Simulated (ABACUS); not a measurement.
The system is TiO2 (Anatase).

```xyz
6
Lattice="-1.8921 1.8921 4.7573 1.8921 -1.8921 4.7573 1.8921 1.8921 -4.7573" Properties=species:S:1:pos:R:3 pbc="T T T"
Ti    0.0000    1.8921    2.3786
Ti    0.0000    0.0000    0.0000
O     0.0000    0.0000    7.5346
O     0.0000    1.8921    0.3987
O     0.0000    1.8921    4.3586
O     0.0000    0.0000    1.9800
```

| Item | Value |
| --- | --- |
| Program | ABACUS 3.10.1 |
| Task | single point |
| Functional | PBE |
| Potentials or basis | PseudoDojo NC SR 0.4.1 PBE standard |
| Cutoff | 1143 eV |
| Density cutoff | 4572 eV |
| Basis | plane waves |
| k mesh | 10 × 10 × 10 |
| Occupations | fermi-dirac, width 0.05 eV |
| Spin | no spin polarisation |

On this cell: pressure 4.6 GPa; largest force 0.081 eV/Å; band gap on the k mesh 2.16 eV, indirect (least direct gap 2.49 eV).

The same run follows on a disturbed copy (atoms moved at random, drawn with an rms of 0.05 Å):

```
Ti O
1.0
    -1.89210    1.89210    4.75730
     1.89210   -1.89210    4.75730
     1.89210    1.89210   -4.75730
Ti O
2 4
Direct
  0.74925 0.24974 0.49428
  0.00300 0.99677 0.00022
  0.78263 0.79509 0.99737
  0.54145 0.03977 0.50117
  0.95029 0.44987 0.47609
  0.21551 0.20969 0.00559
```

Q: What does the disturbed cell give?

A: The energy moves by +8.3 meV/atom; pressure 3.7 GPa; largest force 0.887 eV/Å; band gap on the k mesh 2.08 eV, indirect (least direct gap 2.47 eV).

Forces in eV/Å, atoms in the order of the input:
```
Ti   0.052  0.052 -0.335
Ti  -0.074 -0.018  0.268
O   -0.626  0.245  0.240
O   -0.157 -0.088  0.265
O    0.774  0.219 -0.374
O    0.031 -0.409 -0.064
```

Stress tensor (GPa, compression positive):
```
 6.05 -0.02  1.19
-0.02  3.11 -0.15
 1.19 -0.15  2.02
```

Caveats: there are fewer bands than atomic start orbitals, so a level may be missed at k points of high symmetry.

A k mesh can miss the band edges.
